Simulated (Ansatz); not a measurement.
## Cs under changes of volume

One of the cells (123.104 Å³/atom); the others are scaled copies at fixed shape and fractional positions:

```
CELL_PARAMETERS angstrom
0.00000 3.94834 3.94834
3.94834 0.00000 3.94834
3.94834 3.94834 0.00000
ATOMIC_POSITIONS crystal
Cs 0.00000 0.00000 0.00000
```

This isn't the form of Cs at room conditions, which is bcc.

| Quantity | Value |
| --- | --- |
| Program | Ansatz 0.2.0 |
| Functional | PBEsol |
| Potentials or basis | Ansatz PAW earlier set |
| Cutoff | 520 eV (not typed: the program's choice for these potentials) |
| k mesh | 6 × 6 × 6 |
| Occupations | fermi-dirac, width 0.05 eV |
| Spin | no spin polarisation |

```csv
volume (Å³/atom),energy over the lowest point (meV/atom),pressure (GPa)
115.718,0.00,-0.1
118.180,1.56,-0.1
120.642,3.64,-0.2
123.104,6.20,-0.2
125.566,9.19,-0.2
128.028,12.58,-0.2
130.490,?,?
```

Question: What does the run at 130.490 Å³/atom give?

Answer: Energy over the lowest point 16.32 meV/atom; pressure -0.3 GPa.

Worked out: A Birch-Murnaghan fit of order 3 (a polynomial in V^(-2/3)) to the other rows has no minimum within the range. It gives 16.33 meV/atom at 130.490 Å³/atom, against the run's 16.32, and -dE/dV = -0.3 GPa, against -0.3.

Energies are extrapolated to zero smearing.

Caveats: the PAW data sets come from PBE, with cores solved anew for the run's functional, which leaves a small shift of forces and pressure.
